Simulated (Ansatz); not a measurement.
NaH in the NiAs-type structure, relaxed with r2SCAN: the symmetry is P6_3/mmc (No. 194, hexagonal); a = 3.319 Å, c = 5.831 Å in the conventional setting, 13.91 Å³ an atom. Around Na lie 6 H at 2.41 Å; around H lie 6 Na at 2.41 Å. One-shot G0W0@PBE in the plane-wave code Ansatz on a 6×6×2 mesh (contour deformation, no spin-orbit coupling), from a PBE gap of 3.445 eV over the mesh points (the G0W0 gap is indirect on the mesh); the number N of bands summed and the screening cutoff rise together. Values at 0 K without nuclear motion; spin polarisation is off, and the phase may be a hypothetical one.

| N | cutoff (eV) | 1000/N | G0W0 gap (eV) |
| --- | --- | --- | --- |
| 100 | 80 | 10.000 | 5.550 |
| 219 | 140 | 4.566 | 5.658 |

Lay a straight line in 1000/N through these rows.
The slope is -0.0199 eV per unit of 1000/N and the intercept 5.749 eV.

Predict the gap at N = 394 (210 eV).
5.749 + (-0.0199) × 2.538 = 5.698 eV; the run gives 5.713 eV, +0.015 eV from the line.

With that run's result added, what limit do the last two rows suggest?
Their slope is (5.713 − 5.658)/(2.538 − 4.566) = -0.0271, which meets 1/N = 0 at 5.78 eV, against 5.749 eV from the first line. The slope steepens, so 1/N isn't yet asymptotic and the true limit probably lies higher still; the k mesh isn't extrapolated.
